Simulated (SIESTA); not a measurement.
Runs of SIESTA 5.4.2 on C. The cell holds a slab with vacuum, 6 atoms: a = 2.456 Å, b = 2.456 Å, c = 22.173 Å, α = 90.00°, β = 90.00°, γ = 120.00°. The slab is cut from a database's or a generator's crystal, which needn't be the stable form of the element.

```tsv
level	potentials or basis	gap on the mesh (eV)	largest force (eV/Å)	work function (eV)
LDA	PseudoDojo 0.4 standard (LDA files), DZP (energy shift 0.003 Ry)	0.00	0.05	(a)
revPBE	PseudoDojo 0.4 standard (PBE files), DZP (energy shift 0.003 Ry)	0.00	0.04	4.09
PBE	PseudoDojo 0.4 standard (PBE files), DZP (energy shift 0.003 Ry)	0.00	0.03	(b)
PBEsol	PseudoDojo 0.4 standard (PBEsol files), DZP (energy shift 0.003 Ry)	0.00	0.03	4.25
PW91	PseudoDojo 0.4 standard (PBE files), DZP (energy shift 0.003 Ry)	0.00	0.03	4.22
```

Alike in all rows: task single point; no spin polarisation; cell as given; k mesh 12 × 12 × 1; smearing fermi-dirac 0.05 eV; grid cutoff 500 Ry; energy shift 0.003 Ry.

Task: Estimate the missing entries.

Result: (a) 4.47; (b) 4.17.

Caveats: the basis of atomic orbitals isn't converged, which shifts pressures, moduli and gaps; the potentials were made for another functional, which shifts forces and pressure (some runs).

A k mesh can miss the band edges.
